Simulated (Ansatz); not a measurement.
# Y: a sweep of one setting

```
Y
1.0
     3.65150    0.00000    0.00000
    -1.82575    3.16229    0.00000
     0.00000    0.00000    5.74740
Y
2
Direct
  0.33333 0.66667 0.25000
  0.66667 0.33333 0.75000
```

Atom numbers follow the list: Y1, Y2.

The cell is COD entry 1539818, as deposited and not checked against the literature; nothing was relaxed.

All numbers below come from Ansatz 0.2.0, DFT, PBE, PAW with Ansatz's default frozen-core files, scalar-relativistic.

Sampling and basis: a Γ-centred 12×12×7 k mesh, Fermi–Dirac smearing of 0.08 eV, cutoff 420 eV, no spin polarisation. One setting is then changed at a time.

P includes the program's estimate of the Pulay (finite-basis) term, listed apart; without it the pressure would be far more sensitive to the cutoff.

```tsv
PAW cutoff (eV)	free energy less the base's (meV/atom)	P (GPa)	Pulay term in P (GPa)	Vzz Y1 (10²¹ V/m²)
420 (base)	0.0	-0.31	0.00	2.71
300	?	-0.32	?	2.71
350	0.2	-0.31	0.01	2.71
500	-0.2	-0.31	0.00	2.71
600	-0.2	-0.31	0.00	2.71
800	-0.2	-0.31	0.00	2.71
```

Problem. Fill in "free energy less the base's (meV/atom)" for the row "300".

Solution. 5.9.

Problem. What belongs in the row "300", column "Pulay term in P (GPa)"?

Solution. 0.32.
